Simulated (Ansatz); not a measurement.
MgS: relaxed-ion elastic tensor

The calculation used DFT PBE, scalar-relativistic, plane waves, PAW in Ansatz 0.2.0. Settings: 420 eV plane-wave cutoff, Γ-centred 6×6×6 mesh, fixed occupations. No spin polarisation.

The cell, relaxed at this level:
```xyz
8
Lattice="-4.2803 4.2803 2.6271 4.2803 -4.2803 2.6271 4.2803 4.2803 -2.6271" Properties=species:S:1:pos:R:3 pbc="T T T"
Mg    5.5061    1.2259    0.0000
Mg   -1.2259    3.0544    2.6271
Mg    1.2259    3.0544    0.0000
Mg    3.0544    1.2259    2.6271
S     1.2955    2.9848    2.6271
S     2.9848    1.2955    0.0000
S     1.2955    5.5758    0.0000
S     2.9848   -1.2955    2.6271
```

The cell was found from a structure generator's guess, not taken from experiment.

Question: Give the relaxed-ion elastic constants (GPa, Voigt order xx yy zz yz xz xy, on the Cartesian axes of the cell above).

Answer:
```
62.3 59.0 32.4  0.0  0.0  0.0
59.0 62.3 32.4  0.0  0.0  0.0
32.4 32.4 97.7  0.0  0.0  0.0
 0.0  0.0  0.0 33.0  0.0  0.0
 0.0  0.0  0.0  0.0 33.0  0.0
 0.0  0.0  0.0  0.0  0.0 24.3
```

Question: Is the crystal stable against homogeneous strain?

Answer: Yes: the least eigenvalue of the tensor is 3.3 GPa.

Question: And the moduli of a polycrystal (Hill averages)?

Answer: B = 52 GPa, G = 16 GPa, E = 43 GPa, ν = 0.36.
